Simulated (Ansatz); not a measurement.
Take a crystal in which Os has been replaced by Pt on all its sites, with the cell rescaled by a rough guess (in some cases also distorted within its space group) and nothing relaxed:

```yaml
crystal:
  lattice:
    - [0.00000, 1.88526, 1.88526]
    - [1.88526, 0.00000, 1.88526]
    - [1.88526, 1.88526, 0.00000]
  atoms:
    - { symbol: Pt, position: [0.00000, 0.00000, 0.00000] }
```

Level of theory: DFT PBE, scalar-relativistic, plane waves, PAW (Ansatz).

Settings: cutoff 420 eV, Γ-centred mesh 20×20×20 on the computed 1-atom cell, Gaussian smearing of 0.10 eV; no spin polarisation.

(1) What pressure does the cell carry?

(2) Is it a metal on this mesh?

Spin-orbit coupling is left out, which matters for the bands of heavy elements.

## Answers

(1) The pressure is 58.2 GPa (positive in compression), so the cell would expand.

(2) Yes, a band crosses the Fermi level.